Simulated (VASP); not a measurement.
# InAs (F-43m) in VASP: a series of runs

InAs is run at these levels: PBEsol+D3(BJ), PBE; tasks: single point.

Program: VASP 6.6.1. These are calculated values, not measurements. Logs are shortened: lines on timing, memory, paths and dates and some standing lists are left out, and cuts for length are marked.

**Measured values to compare with.**

A printed reference work, data compilation reports, for a bulk crystal of InAs at 4.2 K: band gap 0.418 eV (direct).

How close the calculation comes is told below.

### 1 The cell of the first run

The structure is cubic, space group F-43m (No. 216). Conventional cell: a = 6.154 Å, b = 6.154 Å, c = 6.154 Å, α = 90.00°, β = 90.00°, γ = 90.00°. Within 3.5 Å of In (site symmetry -43m) lie 4 As at 2.66 Å. Within 3.5 Å of As (site symmetry -43m) lie 4 In at 2.66 Å.

### 2 Single point, PBEsol+D3(BJ)

Contents of INCAR:

```
SYSTEM = InAs
PREC = Accurate ; ENCUT = 520
EDIFF = 1E-7 ; ISMEAR = 0
SIGMA = 0.01 ; LREAL = .FALSE.
LASPH = .TRUE. ; NELM = 100
ALGO = Normal ; ISIF = 2
LWAVE = .FALSE. ; LCHARG = .FALSE.
GGA = PS ; IVDW = 12
NBANDS = 16
```

Contents of KPOINTS:

```
regular mesh
0
G
  8 8 8
  0 0 0
```

Contents of POSCAR:

```
InAs
1.0
    0.0000000000      3.0771914981      3.0771914981
    3.0771914981      0.0000000000      3.0771914981
    3.0771914981      3.0771914981      0.0000000000
In As
1 1
Direct
    0.0000000000      0.0000000000      0.0000000000
    0.7500000000      0.7500000000      0.7500000000
```

Potentials or basis: VASP PAW PBE potentials, release 64 (In_d, As).

Launch:

```
cat potpaw_PBE.64/In_d/POTCAR potpaw_PBE.64/As/POTCAR > POTCAR
mpirun -np 1 vasp_std > vasp.out
```

OUTCAR:

```text
SYSTEM = InAs
   PREC = Accurate
   ENCUT = 520
   EDIFF = 1E-7
   ISMEAR = 0
   LREAL = .FALSE.
   LASPH = .TRUE.
   NELM = 100
   ISIF = 2
   GGA = PS
   IVDW = 12
 IVDW          = 12

 ion  position               nearest neighbor table
   1  0.000  0.000  0.000-   2 2.66   2 2.66   2 2.66   2 2.66
   2  0.750  0.750  0.750-   1 2.66   1 2.66   1 2.66   1 2.66

  LATTYP: Found a face centered cubic cell.
 ALAT       =     6.1543829962

  Lattice vectors:

 A1 = (   0.0000000000,   3.0771914981,   3.0771914981)
 A2 = (   3.0771914981,   0.0000000000,   3.0771914981)
 A3 = (   3.0771914981,   3.0771914981,   0.0000000000)

Analysis of symmetry for initial positions (statically):
=====================================================================
 Subroutine PRICEL returns:
 Original cell was already a primitive cell.

 Routine SETGRP: Setting up the symmetry group for a
 face centered cubic supercell.

 Subroutine GETGRP returns: Found 24 space group operations
 (whereof 24 operations were pure point group operations)
 out of a pool of 48 trial point group operations.

The static configuration has the point symmetry T_d .

Analysis of symmetry for dynamics (positions and initial velocities):
=====================================================================
 Subroutine PRICEL returns:
 Original cell was already a primitive cell.

 Routine SETGRP: Setting up the symmetry group for a
 face centered cubic supercell.

 Subroutine GETGRP returns: Found 24 space group operations
 (whereof 24 operations were pure point group operations)
 out of a pool of 48 trial point group operations.

The dynamic configuration has the point symmetry T_d .

 Subroutine INISYM returns: Found 24 space group operations
 (whereof 24 operations are pure point group operations),
 and found     1 'primitive' translations

----------------------------------------------------------------------------------------

                                     Primitive cell

  volume of cell :      58.2765

  direct lattice vectors                    reciprocal lattice vectors
     0.000000000  3.077191498  3.077191498    -0.162485825  0.162485825  0.162485825
     3.077191498  0.000000000  3.077191498     0.162485825 -0.162485825  0.162485825
     3.077191498  3.077191498  0.000000000     0.162485825  0.162485825 -0.162485825

  length of vectors
     4.351805951  4.351805951  4.351805951     0.281433705  0.281433705  0.281433705

  position of ions in fractional coordinates (direct lattice)
     0.000000000  0.000000000  0.000000000
     0.750000000  0.750000000  0.750000000

  ion indices of the primitive-cell ions
   primitive index   ion index
                 1           1
                 2           2

----------------------------------------------------------------------------------------

 KPOINTS: regular mesh

Automatic generation of k-mesh.
 Grid dimensions read from file:
 generate k-points for:    8    8    8

 Generating k-lattice:

  Cartesian coordinates                     Fractional coordinates (reciprocal lattice)
    -0.020310728  0.020310728  0.020310728     0.125000000  0.000000000  0.000000000
     0.020310728 -0.020310728  0.020310728     0.000000000  0.125000000  0.000000000
     0.020310728  0.020310728 -0.020310728     0.000000000  0.000000000  0.125000000

  Length of vectors
     0.035179213  0.035179213  0.035179213

  Shift w.r.t. Gamma in fractional coordinates (k-lattice)
     0.000000000  0.000000000  0.000000000

 Subroutine IBZKPT returns following result:
 ===========================================

 Found     29 irreducible k-points:

 Following reciprocal coordinates:
            Coordinates               Weight
  0.000000  0.000000  0.000000      1.000000
  0.125000  0.000000  0.000000      8.000000
  0.250000  0.000000  0.000000      8.000000
  0.375000  0.000000  0.000000      8.000000
  0.500000  0.000000  0.000000      4.000000
  0.125000  0.125000  0.000000      6.000000
[... 16 lines left out ...]
  0.500000  0.250000  0.125000     48.000000
 -0.375000  0.250000  0.125000     24.000000
 [... further k-points ...]
   k-points           NKPTS =     29   k-points in BZ     NKDIM =     29   number of bands    NBANDS=     16
   number of dos      NEDOS =    301   number of ions     NIONS =      2
   total plane-waves  NPLWV =  32768
   dimension x,y,z NGX =    32 NGY =   32 NGZ =   32
   dimension x,y,z NGXF=    64 NGYF=   64 NGZF=   64
   ions per type =               1   1
   NGX,Y,Z   is equivalent  to a cutoff of  12.22, 12.22, 12.22 a.u.
   NGXF,Y,Z  is equivalent  to a cutoff of  24.45, 24.45, 24.45 a.u.
 SYSTEM =  InAs
   PREC   = accura    normal or accurate (medium, high low for compatibility)
   ISTART =      0    job   : 0-new  1-cont  2-samecut
   ICHARG =      2    charge: 1-file 2-atom 10-const
   ISPIN  =      1    spin polarized calculation?
   LNONCOLLINEAR =      F non collinear calculations
   LSORBIT =      F    spin-orbit coupling
   LASPH  =      T    aspherical Exc in radial PAW
   ENCUT  =  520.0 eV  38.22 Ry    6.18 a.u.   8.09  8.09  8.09*2*pi/ulx,y,z
   NELM   =    100;   NELMIN=  2; NELMDL= -5     # of ELM steps
   EDIFF  = 0.1E-06   stopping-criterion for ELM
   LREAL  =      F    real-space projection
   EDIFFG = 0.1E-05   stopping-criterion for IOM
   NSW    =      0    number of steps for IOM
   IBRION =     -1    ionic relax: 0-MD 1-quasi-New 2-CG
   NFREE  =      0    steps in history (QN), initial steepest desc. (CG)
   ISIF   =      2    stress and relaxation
   ISYM   =      2    0-nonsym 1-usesym 2-fastsym
   POTIM  = 0.5000    time-step for ionic-motion
   TEBEG  =    0.0;   TEEND  =   0.0 temperature during run
   PSTRESS=    0.0 pullay stress
   NELECT =      18.0000    total number of electrons
   NUPDOWN=      -1.0000    fix difference up-down
   EMIN   =  10.00;   EMAX   =-10.00  energy-range for DOS
   EFERMI =   0.00;   METHOD = LEGACY
   ISMEAR =     0;   SIGMA  =   0.01  broadening in eV -4-tet -1-fermi 0-gaus
   EFERMI_NEDOS =   21; number of points for ismear=-14 and -15
   IALGO  =     38    algorithm
   IMIX   =      4    mixing-type and parameters
     AMIX     =   0.40;   BMIX     =  1.00
     AMIX_MAG =   1.60;   BMIX_MAG =  1.00
  volume/ion in A,a.u.               =      29.14       196.63
  Fermi-wavevector in a.u.,A,eV,Ry     =   1.106627  2.091221 16.662003  1.224623
  Thomas-Fermi vector in A             =   2.243130
   LORBIT       =      0    0 simple, 1 ext, 2 COOP (PROOUT), +10 PAW based schemes
   GGA     = PS    functional components
   LHFCALC =     F    Hartree Fock is set to
   AEXX    =    0.0000 exact exchange contribution
   IVDW    =    12    specifies the selected vdW correction
   LEPSILON=     F    determine dielectric tensor
   LRPA    =     F    only Hartree local field effects (RPA)
 non-spin polarized calculation
 Gauss-broadening in eV      SIGMA  =   0.01
  energy-cutoff  :      520.00
  volume of cell :       58.28
 maximum number of plane-waves:      1588
   NGX = 17   NGY = 17   NGZ = 17

 number of electron      18.0000005 magnetization

 Free energy of the ion-electron system (eV)
  ---------------------------------------------------
  ext. energy  EPLUGINS =         0.00000000
  ---------------------------------------------------
  free energy    TOTEN  =        -8.47792123 eV

  energy without entropy =       -8.47789110  energy(sigma->0) =       -8.47790616

 E-fermi :   3.8596     XC(G=0):  -9.0550

 val. band max:        3.8565288210   @ k =   0.0000   0.0000   0.0000
 cond. band min:       4.6196225009   @ k =   0.5000   0.0000   0.0000
 fundamental gap:      0.7630936799
 Fermi energy:         3.8595744498

 k-point     1 :       0.0000    0.0000    0.0000
  band No.  band energies     occupation
      1     -10.3770      2.00000
      2     -10.3770      2.00000
      3     -10.3770      2.00000
      4     -10.2698      2.00000
      5     -10.2698      2.00000
      6      -7.7041      2.00000
[... 8 lines left out ...]
     15      13.3832      0.00000
     16      13.3832      0.00000

 k-point     2 :       0.1250    0.0000    0.0000
  band No.  band energies     occupation
      1     -10.3935      2.00000
      2     -10.3722      2.00000
      3     -10.3722      2.00000
      4     -10.2700      2.00000
      5     -10.2700      2.00000
      6      -7.5564      2.00000
[... 8 lines left out ...]
     15      12.5245      0.00000
     16      12.5245      0.00000

 k-point     3 :       0.2500    0.0000    0.0000
  band No.  band energies     occupation
      1     -10.4310      2.00000
      2     -10.3615      2.00000
      3     -10.3615      2.00000
      4     -10.2688      2.00000
      5     -10.2688      2.00000
      6      -7.1529      2.00000
[... 8 lines left out ...]
     15      12.2793      0.00000
     16      12.2793      0.00000

 k-point     4 :       0.3750    0.0000    0.0000
  band No.  band energies     occupation
      1     -10.4661      2.00000
      2     -10.3532      2.00000
      3     -10.3532      2.00000
      4     -10.2653      2.00000
      5     -10.2653      2.00000
      6      -6.6436      2.00000
[... 8 lines left out ...]
     15      13.1666      0.00000
     16      13.1666      0.00000

 k-point     5 :       0.5000    0.0000    0.0000
  band No.  band energies     occupation
      1     -10.4800      2.00000
      2     -10.3505      2.00000
      3     -10.3505      2.00000
      4     -10.2631      2.00000
      5     -10.2631      2.00000
      6      -6.3775      2.00000
[... 8 lines left out ...]
     15      14.3535      0.00000
     16      14.3535      0.00000

 k-point     6 :       0.1250    0.1250    0.0000
  band No.  band energies     occupation
      1     -10.4040      2.00000
      2     -10.3674      2.00000
      3     -10.3674      2.00000
      4     -10.2736      2.00000
      5     -10.2671      2.00000
      6      -7.5074      2.00000
[... 8 lines left out ...]
     15      12.2051      0.00000
     16      13.5515      0.00000

 k-point     7 :       0.2500    0.1250    0.0000
  band No.  band energies     occupation
      1     -10.4345      2.00000
      2     -10.3584      2.00000
      3     -10.3563      2.00000
      4     -10.2764      2.00000
      5     -10.2644      2.00000
      6      -7.1884      2.00000
[... 8 lines left out ...]
     15      13.1298      0.00000
     16      13.2774      0.00000

 k-point     8 :       0.3750    0.1250    0.0000
  band No.  band energies     occupation
      1     -10.4665      2.00000
      2     -10.3510      2.00000
      3     -10.3469      2.00000
      4     -10.2747      2.00000
      5     -10.2618      2.00000
      6      -6.7026      2.00000
[... 8 lines left out ...]
     15      13.0628      0.00000
     16      13.8287      0.00000

 k-point     9 :       0.5000    0.1250    0.0000
  band No.  band energies     occupation
      1     -10.4842      2.00000
      2     -10.3476      2.00000
      3     -10.3437      2.00000
      4     -10.2692      2.00000
      5     -10.2620      2.00000
      6      -6.3211      2.00000
[... 8 lines left out ...]
     15      13.7060      0.00000
     16      14.4138      0.00000
[... 172 lines left out ...]
 k-point    19 :       0.5000    0.3750    0.0000
  band No.  band energies     occupation
      1     -10.5221      2.00000
      2     -10.3179      2.00000
      3     -10.3139      2.00000
      4     -10.2953      2.00000
      5     -10.2534      2.00000
      6      -5.9791      2.00000
[... 8 lines left out ...]
     15      14.9834      0.00000
     16      15.3544      0.00000

 k-point    20 :      -0.3750    0.3750    0.0000
  band No.  band energies     occupation
      1     -10.5137      2.00000
      2     -10.3279      2.00000
      3     -10.3183      2.00000
      4     -10.2866      2.00000
      5     -10.2591      2.00000
      6      -5.9058      2.00000
[... 8 lines left out ...]
     15      13.6207      0.00000
     16      16.1900      0.00000

 k-point    21 :       0.5000    0.5000    0.0000
  band No.  band energies     occupation
      1     -10.5320      2.00000
      2     -10.3087      2.00000
      3     -10.3087      2.00000
      4     -10.3013      2.00000
      5     -10.2505      2.00000
      6      -5.8876      2.00000
[... 8 lines left out ...]
     15      15.2284      0.00000
     16      15.5337      0.00000

 k-point    22 :       0.3750    0.2500    0.1250
  band No.  band energies     occupation
      1     -10.4631      2.00000
      2     -10.3486      2.00000
      3     -10.3447      2.00000
      4     -10.2795      2.00000
      5     -10.2617      2.00000
      6      -6.8230      2.00000
[... 8 lines left out ...]
     15      13.7392      0.00000
     16      14.2657      0.00000

 k-point    23 :       0.5000    0.2500    0.1250
  band No.  band energies     occupation
      1     -10.4859      2.00000
      2     -10.3441      2.00000
      3     -10.3353      2.00000
      4     -10.2774      2.00000
      5     -10.2618      2.00000
      6      -6.3686      2.00000
[... 8 lines left out ...]
     15      13.8428      0.00000
     16      14.6627      0.00000

 k-point    24 :      -0.3750    0.2500    0.1250
  band No.  band energies     occupation
      1     -10.4945      2.00000
      2     -10.3433      2.00000
      3     -10.3319      2.00000
      4     -10.2740      2.00000
      5     -10.2635      2.00000
      6      -6.1369      2.00000
[... 8 lines left out ...]
     15      14.0098      0.00000
     16      14.6487      0.00000

 [... further k-points ...]

------------------------ aborting loop because EDIFF is reached ----------------------------------------

 Edisp (eV)   -0.59904

 E8    (eV) :    -0.4123

  FORCE on cell =-STRESS in cart. coord.  units (eV):
  Direction    XX          YY          ZZ          XY          YZ          ZX
  --------------------------------------------------------------------------------------
  -------------------------------------------------------------------------------------
  Total      -1.18298    -1.18298    -1.18298     0.00000     0.00000     0.00000
  in kB     -32.52322   -32.52322   -32.52322     0.00000     0.00000     0.00000
  external pressure =      -32.52 kB  Pullay stress =        0.00 kB

 VOLUME and BASIS-vectors are now :
 -----------------------------------------------------------------------------
  energy-cutoff  :      520.00
  volume of cell :       58.28
      direct lattice vectors                 reciprocal lattice vectors
     0.000000000  3.077191498  3.077191498    -0.162485825  0.162485825  0.162485825
     3.077191498  0.000000000  3.077191498     0.162485825 -0.162485825  0.162485825
     3.077191498  3.077191498  0.000000000     0.162485825  0.162485825 -0.162485825

 POSITION                                       TOTAL-FORCE (eV/Angst)
 -----------------------------------------------------------------------------------
      0.00000      0.00000      0.00000        -0.000000     -0.000000     -0.000000
      4.61579      4.61579      4.61579         0.000000      0.000000      0.000000
 -----------------------------------------------------------------------------------
    total drift:                                0.000000      0.000000     -0.000000

  FREE ENERGIE OF THE ION-ELECTRON SYSTEM (eV)
  ---------------------------------------------------
  free  energy   TOTEN  =        -9.0769616055 eV

  energy  without entropy=       -9.0769314762  energy(sigma->0) =       -9.07694654
```

It took 44 s on 1 thread of AMD EPYC 7R13, shared host; peak memory 0.17 GiB.

What came out:

```yaml
Free_energy: -9.0770 eV
Pressure: -3.3 GPa
Band_gap_on_the_k_mesh: zero (filled and empty bands touch)
Dispersion_energy_per_atom: -0.300 eV
```

Levels at points of the mesh, in eV from the Fermi level:
| k point | band 7 | band 8 | band 9 | band 10 | band 11 | band 12 |
| --- | --- | --- | --- | --- | --- | --- |
| (0.00, 0.00, 0.00) | -0.55 | 0.00 | 0.00 | 0.00 | 3.83 | 3.83 |
| (0.50, 0.00, 0.00) | -5.56 | -0.93 | -0.93 | 0.76 | 4.59 | 4.59 |
| (0.50, 0.50, 0.00) | -5.67 | -2.18 | -2.18 | 1.52 | 1.97 | 8.74 |

Caveat: three body term missing; the PAW data sets were made with another functional, which shifts forces and pressure a little; spin-orbit coupling is left out, which moves the levels of the heavy elements; pairwise dispersion overbinds metals, which lowers pressure and volume.

(Part 1 of 2 ends here.)
